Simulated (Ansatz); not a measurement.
The system is FeO.

```
Fe O
1.0
     2.61247    0.00000    0.00000
     0.00000    2.61247    0.00000
     0.00000    0.00000    2.61247
Fe O
1 1
Direct
  0.00000 0.00000 0.00000
  0.50000 0.50000 0.50000
```

The cell comes from a database or a generator and needn't be the stable form of this composition.

| Quantity | Value |
| --- | --- |
| Program | Ansatz 0.2.0 |
| Task | relaxation of cell and atoms |
| Functional | LDA |
| Potentials or basis | Ansatz PAW |
| Cutoff | 420 eV (not typed: the program's choice for these potentials) |
| k mesh | 10 × 10 × 10 |
| Occupations | fermi-dirac, width 0.05 eV |
| Spin | collinear spin, ferromagnetic start |
| Starting moments | [3.0, 0.0] μB |

At the start: volume 8.92 Å³/atom.

Task: How do energy, volume and symmetry change on relaxing?

Result: It ends after 7 steps and the volume is 8.56 Å³/atom (-4.0 %); space group Pm-3m (No. 221, to 0.05 Å); moment 3.98 μB per cell.

Step by step:
| step | energy change (eV) | largest force (eV/Å) | volume (Å³) |
| --- | --- | --- | --- |
| 1 | 0.0000 | 0.0000 | 17.83 |
| 2 | -0.0197 | 0.0000 | 17.40 |
| 3 | -0.0244 | 0.0000 | 17.13 |
| 4 | -0.0244 | 0.0000 | 17.14 |
| 5 | -0.0207 | 0.0000 | 17.14 |
| 6 | -0.0209 | 0.0000 | 17.12 |
| 7 | -0.0209 | 0.0000 | 17.12 |

Final structure:
```
Fe O
1.0
     2.57714    0.00000    0.00000
     0.00000    2.57714    0.00000
     0.00000    0.00000    2.57714
Fe O
1 1
Cartesian
  0.0000 0.0000 0.0000
  1.2886 1.2886 1.2886
```

Caveat: the plane-wave basis is chosen anew once the cell has moved, so the energies of steps on either side of that aren't comparable; the pressure holds a Pulay correction of +1.0 GPa for the finite cutoff; a cell with one magnetic atom can't hold antiferromagnetic order, which such compounds often take; the PAW data sets come from PBE, with cores solved anew for the run's functional, which leaves a small shift of forces and pressure.
